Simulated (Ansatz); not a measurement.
The parent structure is LiI in the rock salt structure (space group Fm-3m, No. 225; a = 6.019 Å). Axes: x, y, z lie along the cube axes.

All numbers come from Kohn–Sham DFT with the PBE functional, run in Ansatz (a program for electronic structure) with PAW and 420 eV plane waves, no spin-orbit coupling.

For the base:

The electron mass is 0.29 mₑ (at Γ).

The change: compressive biaxial strain of 3.40 % in the plane normal to [110], as in epitaxy on a mismatched substrate; the out-of-plane cell vector and the atoms relax.

**Question.** Predict the new electron mass.

**Answer.** The electron mass goes from 0.29 mₑ (at Γ) to 0.34 mₑ out of plane, 0.85 mₑ in plane (at X).

**Question.** What does the calculation give for the out-of-plane strain after the change?

**Answer.** The out-of-plane strain comes out as +2.34 %.

With I present, leaving out spin-orbit coupling can change the band edges. The levels and masses belong to the bands next to the band gap. Masses are band curvatures over ±0.01 Å⁻¹ around the edge. Whether these cells are dynamically stable was not tested.
